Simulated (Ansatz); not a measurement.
**TiTe in Ansatz: the effect of target pressure**

TiTe:

```
Ti Te
1.0
     3.63109    0.00000    0.00000
     0.00000    3.63109    0.00000
     0.00000    0.00000    3.63109
Ti Te
1 1
Direct
  0.00000 0.00000 0.00000
  0.50000 0.50000 0.50000
```

The cell comes from a database or a generator and needn't be the stable form of this composition.

Alike in all runs:

| Quantity | Value |
| --- | --- |
| Program | Ansatz 0.2.0 |
| Task | relaxation of cell and atoms |
| Functional | PBEsol |
| Potentials or basis | Ansatz PAW |
| Cutoff | 420 eV (not typed: the program's choice for these potentials) |
| k mesh | 7 × 7 × 7 |
| Occupations | fermi-dirac, width 0.05 eV |
| Spin | no spin polarisation |

Each run relaxes the cell or the atoms first.

```csv
target pressure,relaxed volume (Å³/atom)
0 GPa,19.27
2 GPa,18.93
5 GPa,?
10 GPa,17.81
20 GPa,16.79
30 GPa,15.99
```

**Question.** What does the run with target pressure 5 GPa give?

**Answer.** Relaxed volume 18.47 Å³/atom.

Worked out: In Murnaghan's law V^(-B') rises as a straight line in P. The other rows fit best with B' = 4.0, V0 = 19.27 Å³/atom and B0 = 108 GPa, which gives 18.47 Å³/atom at 5 GPa, against the run's 18.47.

Caveats: the volume moved by over 15 % at a fixed basis, so the end points are rough; the plane-wave basis is chosen anew once the cell has moved, so the energies of steps on either side of that aren't comparable; the PAW data sets come from PBE, with cores solved anew for the run's functional, which leaves a small shift of forces and pressure.
